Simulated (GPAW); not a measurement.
## TiCo in GPAW: the effect of functional

Crystal: TiCo.

```xyz
2
Lattice="2.9861 0.0000 0.0000 0.0000 2.9861 0.0000 0.0000 0.0000 2.9861" Properties=species:S:1:pos:R:3 pbc="T T T"
Co    1.4931    1.4931    1.4931
Ti    0.0000    0.0000    0.0000
```

The cell comes from a database or a generator and needn't be the stable form of this composition.

| Quantity | Value |
| --- | --- |
| Program | GPAW 26.7.0 |
| Cutoff | 510 eV |
| Basis | pw |
| k mesh | 9 × 9 × 9 |
| Occupations | fermi-dirac, width 0.05 eV |
| Spin | collinear spin, ferromagnetic start |
| Starting moments | [2.0, 1.0] μB |
| Task of each run | hyperfine couplings |

The series moves functional from these settings.

```tsv
functional	magnetization (muB)	hyperfine largest (T)	pressure (GPa)
LDA	0.4841	10.89	-17
PBEsol	0.709	11.5	-10.42
PBE	0.8191	12.26	-2.934
RPBE	?	?	?
AM05	0.5863	10.22	-11.08
WC	0.748	12.59	-9.748
revPBE	0.8363	11.83	0.4453
BLYP	0.7804	12.77	2.237
```

What does the run at RPBE give?

Magnetization (muB) 0.8403; hyperfine largest (T) 11.65; pressure (GPa) 1.703.

Caveat: the dipolar part lacks the spin inside other atoms' spheres.
